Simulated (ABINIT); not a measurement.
Input of an ABINIT 10.8.3 (patched build) run:

File run.abi:

```
# Pseudopotentials
pp_dirpath "./"
pseudos "La.GGA_PBE-JTH.xml, O.GGA_PBE-JTH.xml"

# Structure
acell 3*1.0 Angstrom
rprim
     3.9307778780     0.0000000000     0.0000000000
    -1.9653889390     3.4041534990     0.0000000000
     0.0000000000     0.0000000000     6.1119535200
ntypat 2
znucl 57 8
natom 5
typat 1 1 2 2 2
xred
     0.3394670000     0.6588080000     0.2459800000
     0.6754630000     0.3387370000     0.7552280000
     0.0055620000     0.0024750000    -0.0033560000
     0.3362110000     0.6643290000     0.6501560000
     0.6719440000     0.3266460000     0.3569860000
chkprim 0
chksymtnons 0
tolsym 1.0e-6

# Plane-wave basis
ecut 23.0
pawecutdg 45.0
pawxcdev 0

# k points
kptopt 1
ngkpt 8 8 5
nshiftk 1
shiftk 0.0 0.0 0.0

# Exchange and correlation
ixc 11

# Bands and occupations
nband 27
occopt 3
tsmear 0.05 eV

# SCF cycle
nstep 100
tolvrs 1.0e-9

# Output
iomode 3
prtwf 0
prtden 0
prteig 0
prtebands 0
enunit 1
```

Potentials or basis: JTH PAW PBE v2.0.

The run is started by

```sh
$ abinit run.abi > log 2>&1
```

(1) Estimate the band gap on the k mesh.

(2) Predict the pressure.

Results:

(1) 3.85 eV, indirect (least direct gap 4.04 eV).

(2) 2.7 GPa.

Caveat: spin-orbit coupling is left out, which moves the levels of the heavy elements; an odd mesh through Γ misses points on the zone boundary, where band edges often lie.
